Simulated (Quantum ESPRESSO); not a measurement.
**CdS (Greenockite) under changes of volume**

One of the cells (25.121 Å³/atom); the others are scaled copies at fixed shape and fractional positions:

```xyz
4
Lattice="4.1500 0.0000 0.0000 -2.0750 3.5940 0.0000 0.0000 0.0000 6.7370" Properties=species:S:1:pos:R:3 pbc="T T T"
Cd    2.0750    1.1980    3.3685
Cd    0.0000    2.3960    0.0000
S     2.0750    1.1980    5.8949
S     0.0000    2.3960    2.5264
```

```yaml
Program: Quantum ESPRESSO 7.5
Functional: r2SCAN
Potentials_or_basis: SG15 PBE 1.2
Cutoff: 952 eV
Density_cutoff: 3810 eV
k_mesh: 5 × 5 × 3
Occupations: fermi-dirac, width 0.05 eV
Spin: no spin polarisation
```

| volume (Å³/atom) | energy over the lowest point (meV/atom) | pressure (GPa) | gap on the mesh (eV) |
| --- | --- | --- | --- |
| 23.614 | 26.20 | 5.1 | 1.64 |
| 24.116 | 12.68 | 3.5 | 1.59 |
| 24.618 | 4.15 | 2.0 | 1.54 |
| 25.121 | 0.07 | 0.6 | 1.50 |
| 25.623 | 0.00 | -0.6 | 1.45 |
| 26.126 | 3.52 | -1.7 | 1.40 |
| 26.628 | ? | ? | ? |

Q: What does the run at 26.628 Å³/atom give?

A: Energy over the lowest point 10.25 meV/atom; pressure -2.6 GPa; gap on the mesh 1.35 eV.

Worked out: A Birch-Murnaghan fit of order 3 (a polynomial in V^(-2/3)) to the other rows has its minimum at 25.38 Å³/atom with B0 = V·E''(V) = 61 GPa and B' = 4.6 at fixed shape and positions, which overstates the stiffness. It gives 10.24 meV/atom at 26.628 Å³/atom, against the run's 10.25, and -dE/dV = -2.6 GPa, against -2.6. A straight line through the other rows of the gap, of slope -2.35 eV per unit of ln V (its deformation potential), extrapolates to 1.36 eV, against the run's 1.35.

Energies are extrapolated to zero smearing.

Caveats: the potentials were made for another functional, which shifts forces and pressure.

Spin-orbit coupling on Cd is left out.
